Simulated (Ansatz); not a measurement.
Wurtzite MgO was relaxed with 5 functionals in the PAW code Ansatz, cell and atoms free, the symmetry of the start kept (meshes: PBE 12×12×6, r2SCAN 12×12×4, PBEsol 12×12×4, LDA 12×12×4, HSE06 6×6×4). The calculation is spin-unpolarised, and the structure need not be a phase that has been made.

The HSE06 result:
Space group P6_3mc (No. 186). a = 3.285 Å, b = 3.285 Å, c = 5.046 Å, α = 90.00°, β = 90.00°, γ = 120.00°

| atom | site | symmetry | x | y | z |
| --- | --- | --- | --- | --- | --- |
| Mg | 2b | 3m. | 0.3333 | 0.6667 | 0.9907 |
| O | 2b | 3m. | 0.3333 | 0.6667 | 0.3843 |

It is hexagonal, P6_3mc (No. 186); a = 3.285 Å, c = 5.046 Å in the conventional setting, 11.79 Å³ an atom. Around Mg lie 4 O at 1.97–1.99 Å; around O lie 4 Mg at 1.97–1.99 Å.

(1) How does the cell change with PBE?

(2) How does the cell change with PBEsol?

(3) Held at the r2SCAN cell, what mean stress do LDA and PBE find, and does its sign point to their own minimum?

Results:

(1) a = 3.314 Å, c = 5.124 Å; the volume differs by +3.3 % from HSE06's. Mg has 4 O at 1.99–2.01 Å; O has 4 Mg at 1.99–2.01 Å.

(2) a = 3.302 Å, c = 5.024 Å; the volume differs by +0.6 % from HSE06's. Mg is surrounded by 4 O at 1.98–1.99 Å; O is surrounded by 4 Mg at 1.98–1.99 Å.

(3) Yes. LDA -3.73 GPa, and its relaxed volume is -3.3 % from r2SCAN's; PBE +3.91 GPa, and its relaxed volume is +3.4 % from r2SCAN's. Compression counts positive, so a positive stress asks for a larger cell.
